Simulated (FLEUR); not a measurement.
Runs of FLEUR MaX-R8.1 (later development tree) on Ir. Symmetry: P6_3/mmc, No. 194, hexagonal system. The conventional cell has a = 2.751 Å, b = 2.751 Å, c = 4.462 Å, α = 90.00°, β = 90.00°, γ = 120.00°. Ir (site symmetry -6m2) has 12 Ir at 2.74 to 2.75 Å as nearest neighbours. This isn't the form of Ir at room conditions, which is fcc.

| task | level | cell | gmax | muffin-tin radii | lmax | lnonsphr | max iterations | kmax | gap on the mesh (eV) | V0 of scaled cells (Å³/atom) | B0 (GPa) |
| --- | --- | --- | --- | --- | --- | --- | --- | --- | --- | --- | --- |
| equation of state | r2SCAN | as given | 13.1 1/bohr | Ir 2.32 bohr | Ir 10 | Ir 10 | - | 4.22 1/bohr | - | 14.28 | (a) |
| equation of state | PBEsol | as given | 13.1 1/bohr | Ir 2.32 bohr | Ir 10 | Ir 10 | - | 4.22 1/bohr | - | 14.12 | 383 |
| single point | PBEsol | as given | 13.1 1/bohr | Ir 2.32 bohr | Ir 10 | Ir 10 | 60 | 4.22 1/bohr | none | - | - |
| single point | PBEsol | atoms moved at random, drawn with an rms of 0.05 Å | 13.1 1/bohr | Ir 2.32 bohr | Ir 9 | Ir 9 | 60 | 4.22 1/bohr | none | - | - |

Alike in all rows: potentials or basis all-electron, FLAPW; no spin polarisation; k mesh 11 × 11 × 6; smearing fermi-dirac 0.05 eV.

Question: Fill in the values left out.

Answer: (a) 373.

Caveats: the cell was scaled at fixed shape and fractional positions, which overstates the stiffness of a crystal with free parameters, most of all of layers and chains (some runs); the meta-GGA is that of a development version, with a GGA for the radial functions and cores and without core tails (some runs).

A k mesh can miss the band edges, and the runs leave out spin-orbit coupling on Ir.

A gap of «none» marks a metal or a gap under the smearing width.
